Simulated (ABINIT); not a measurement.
The system is In.

```
CELL_PARAMETERS angstrom
-1.88253 1.88253 1.88253
1.88253 -1.88253 1.88253
1.88253 1.88253 -1.88253
ATOMIC_POSITIONS crystal
In 0.00000 0.00000 0.00000
```

This isn't the form of In at room conditions, which is tetragonal.

Base run:

| Item | Value |
| --- | --- |
| Program | ABINIT 10.8.3 (patched build) |
| Functional | RPBE |
| Potentials or basis | JTH PAW PBE v2.0 |
| Cutoff | 707 eV |
| k mesh | 10 × 10 × 10 |
| Occupations | fermi-dirac, width 0.05 eV |
| Spin | no spin polarisation |

Its results: band gap on the k mesh none (metal or under the smearing width); pressure 2.6 GPa.

The run is repeated on the same cell with these changes: functional from RPBE to PBEsol. What comes out?

Band gap on the k mesh none (metal or under the smearing width); pressure -1.9 GPa.

PBEsol binds more tightly than RPBE, so the same cell stands under less pressure.

Caveats: the PAW data sets were made with another functional, which shifts forces and pressure a little.
